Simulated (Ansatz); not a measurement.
AlAu:

```
Au Al
1.0
     3.22394    0.00000    0.00000
     0.00000    3.22394    0.00000
     0.00000    0.00000    3.22394
Au Al
1 1
Direct
  0.50000 0.50000 0.50000
  0.00000 0.00000 0.00000
```

The cell comes from a database or a generator and needn't be the stable form of this composition.

A run of Ansatz 0.2.0 on this cell left the log below. Logs are shortened: lines on timing, memory, paths and dates and some standing lists are left out, and cuts for length are marked.

```text
Warning: RAYON_NUM_THREADS=2 ignored (pool sized by the plan → 2); use --threads N
scf.n_extra_bands = 6 over 11 filled bands (N_el = 22.0): the run solves 17 bands
Engine: ansatz 0.2.0, aarch64-unknown-linux-gnu
Pseudopotentials: kind: paw
Pseudopotential: Au, paw, valence charge 19, recommended cutoff 420 eV (normal), Au.paw.azcp
Pseudopotential: Al, paw, valence charge 3, recommended cutoff 420 eV (normal), Al.paw.azcp
Functional definition: PBEsol
  exchange = pbesol_x
  correlation = pbesol_c
Crystal: 2 atoms, lattice volume = 33.509 Å³
Basis set: ecut = 420 eV, 691 PW (Γ), exchange–correlation on 48×48×48 points (8 copies of the dense FFT grid, shifted against one another)
Bands: 17, of which v1, the nominal top of the filled ones, is band 11 counted from 1 (10 counted from 0)
Symmetry: 48 space group operations
Space group: Pm-3m (ITA 221), of the structure as read, at distance tolerance 3.2e-5 Å
k-points: 35 of 512
Non-local potential: Au, projectors of the file, l = 0: 3, l = 1: 2, l = 2: 2, l = 3: 1
Non-local potential: Al, projectors of the file, l = 0: 2, l = 1: 2, l = 2: 1
PAW form: soft (Blöchl's): semilocal exchange-correlation on the pseudo side does not see the compensation charge
PAW frozen core: Au, regenerated for the run's functional, and the local potential with it (the file was generated under x = pbe(κ = 0.804, μ = 0.2195149727645171), c = pbe(β = 0.06672455060314922))
PAW frozen core: Al, regenerated for the run's functional, and the local potential with it (the file was generated under x = pbe(κ = 0.804, μ = 0.2195149727645171), c = pbe(β = 0.06672455060314922))
PAW one-centre angular grid: Au, 590 points (default); XC on 64 Gauss nodes
PAW one-centre angular grid: Al, 110 points (default); XC on 64 Gauss nodes
Initial density: superposition of atomic densities (neutral atoms: chi_scale 0, normalization atom), corrected by the library's trained network
Initial wavefunctions: pseudopotential atomic-orbital guess
Functional: x = pbesol(κ = 0.804, μ = 0.12345679012345678), c = pbesol(β = 0.046)
SCF iter   1: F=—  HF=-13532.180358 eV  |F-HF|=—  |Δ(HF+E_count)|=         —  Δρ=3.94e-3  dr2=4.94e-3  ethr=1.77e-3  ⟨swp⟩=5.0  Hψ=2774  notcnv=0  defer=8
preconditioner: auto → none  [metal: Δε(μ)=0.058 eV  Ē_g=11.912 eV  σ=0.050 eV  W_gap=0.28  n_scr=6 (ndim 8)  ℏωp=24.0 eV  f_vac=0.000  D(μ)=0.80/eV (n_scr^D=6)  sad-step TF]
SCF iter   2: F=—  HF=-13532.179762 eV  |F-HF|=—  |Δ(HF+E_count)|=   5.96e-4  Δρ=2.41e-3  dr2=2.12e-3  ethr=2.25e-5  ⟨swp⟩=1.3  Hψ=884  notcnv=0  defer=9
SCF iter   3: F=—  HF=-13532.179053 eV  |F-HF|=—  |Δ(HF+E_count)|=   7.09e-4  Δρ=1.70e-4  dr2=4.09e-6  ethr=9.64e-6  ⟨swp⟩=2.0  Hψ=698  notcnv=0  defer=9
SCF iter   4: F=—  HF=-13532.179038 eV  |F-HF|=—  |Δ(HF+E_count)|=   1.46e-5  Δρ=3.67e-5  dr2=5.41e-7  ethr=1.86e-8  ⟨swp⟩=2.1  Hψ=803  notcnv=0  defer=9
SCF iter   5: F=—  HF=-13532.179038 eV  |F-HF|=—  |Δ(HF+E_count)|=   7.31e-9  Δρ=3.50e-5  dr2=5.52e-7  ethr=2.46e-9  ⟨swp⟩=2.4  Hψ=895  notcnv=0  defer=9
SCF iter   6: F=-13532.179038 eV  HF=-13532.179038 eV  |F-HF|=8.16e-8  |Δ(HF+E_count)|=   1.23e-7  Δρ=1.43e-5  dr2=9.21e-8  ethr=4.55e-10  ⟨swp⟩=8.3  Hψ=3362  notcnv=0
SCF 1 converged in 6 iterations: F = -13532.179038 eV  dr2 = 9.21e-8
  greatest PAW one-centre occupation: 1.001 electrons in one spin orbital (limit 2), on the Au atom at site 0 (counted from 0), in its partial waves of l = 0
NSCF: frozen V_eff on 86 k-points
SCF converged after 6 iterations
Free energy (F): -13532.179038 eV
Harris-Foulkes:  -13532.179038 eV  (|F-HF|=8.16e-8)
Internal energy: -13532.171993 eV  (E = F + TS)
E sigma→0 (E₀):  -13532.175516 eV
Entropy (-TS):   -0.007045 eV (-3.522 meV/atom)
Fermi energy:    15.092656 eV
--- Per-component energies (eV) ---
  E_band       = -305.978655
  E_kinetic    = 627.285091
  E_local      = -2472.496637  (includes V_loc(G=0)·N_el)
  E_nonlocal   = 84.442352
  E_hartree    = 1062.693216
  E_xc         = -266.831898
  E_vxc        = -304.971128  (∫ρ·V_xc dr)
  E_paw        = -10018.979015  (= ΣΔE_a)
  E_vpaw       = -365.645751  (= ΣTr[D̂ρ^β])
  E_aug_tail   = 0.001371  (compensation charges beyond the density's cutoff)
  E_ewald      = -2548.615092
  E_core_change = 0.328618  (= ΣΔE_core)
  E_smearing   = -0.007045  (= −TS)
  E_closure    = 0.000000  (closes the sum)
  Σ components = -13532.179038   (vs F -13532.179038, Δ=0.00e0)
--- Forces (eV/Å), atoms counted from 1 ---
  atom   1  Au     0.00000000    -0.00000000    -0.00000000
  atom   2  Al    -0.00000000     0.00000000    -0.00000000
  max |Σ_I F_I| component: 3.29e-29 eV/Å
--- Stress (GPa, compression-positive) ---
       -5.166952       0.000000       0.000000
        0.000000      -5.166952       0.000000
        0.000000       0.000000      -5.166952
  P = ⅓ Tr σ = -5.1670 GPa (-51.670 kbar)
--- Band table (eV; the first three rows and the last of 35) ---
  k-point 0: bands = ["-91.7267", "-43.0870", "-43.0870", "-43.0870", "3.7556", "8.5042", "8.5042", "10.3979", "10.3979", "10.3979", "17.9050", "17.9050", "17.9050", "21.7246", "22.4504", "22.4504", "31.6649"]
  k-point 1: bands = ["-91.7266", "-43.0913", "-43.0866", "-43.0866", "4.0097", "8.5528", "8.5971", "10.2467", "10.2467", "10.4143", "16.2613", "18.2946", "18.2946", "22.1355", "22.1964", "24.1653", "29.5499"]
  k-point 2: bands = ["-91.7264", "-43.1018", "-43.0859", "-43.0859", "4.7442", "8.6739", "8.7524", "9.9165", "9.9165", "10.4542", "13.9323", "19.3400", "19.3400", "21.6064", "22.5333", "27.0484", "27.0484"]
  k-point 34: bands = ["-91.7248", "-43.1116", "-43.1116", "-43.1116", "7.9812", "7.9812", "7.9812", "11.2803", "11.2803", "14.6532", "15.9871", "15.9871", "15.9871", "17.1986", "18.6759", "18.6759", "18.6759"]
```

**Question.** Write the input and the command behind it.

**Answer.** Band structure with PBEsol, no spin polarisation. The files as run (others can give the same):

input.yaml
```yaml
crystal:
  lattice:
    - [3.223942, 0.0, 0.0]
    - [0.0, 3.223942, 0.0]
    - [0.0, 0.0, 3.223942]
  atoms:
    - { symbol: Au, position: [0.5, 0.5, 0.5] }
    - { symbol: Al, position: [0.0, 0.0, 0.0] }
hamiltonian:
  xc: pbesol
  pseudopotentials: { kind: paw }
kpoints:
  mp_grid: { grid: [8, 8, 8] }
  band_path:
    path:
      - [[0.0, 0.0, 0.0], [0.0, 0.5, 0.0], [0.5, 0.5, 0.0], [0.0, 0.0, 0.0], [0.5, 0.5, 0.5], [0.0, 0.5, 0.0]]
      - [[0.5, 0.5, 0.0], [0.5, 0.5, 0.5]]
    npoints: 14
scf:
  occupations: { method: fermi_dirac, width: 0.05 }
  n_extra_bands: 6
output:
  forces: true
  stress: true
  eigenvalues: true
  fatbands: true
  write_density: true
  write_potential: true
  elf: true
  volumetric_format: npy
```

Potentials or basis: Ansatz PAW.
The run is started by
```console
$ ansatz run input.yaml --threads 2 --pin off --max-ram 5632MiB --backend cpu --events-out ev --progress --plain --runs-dir out
```

Caveat: spin-orbit coupling is left out, which moves the levels of the heavy elements; the PAW data sets come from PBE, with cores solved anew for the run's functional, which leaves a small shift of forces and pressure.
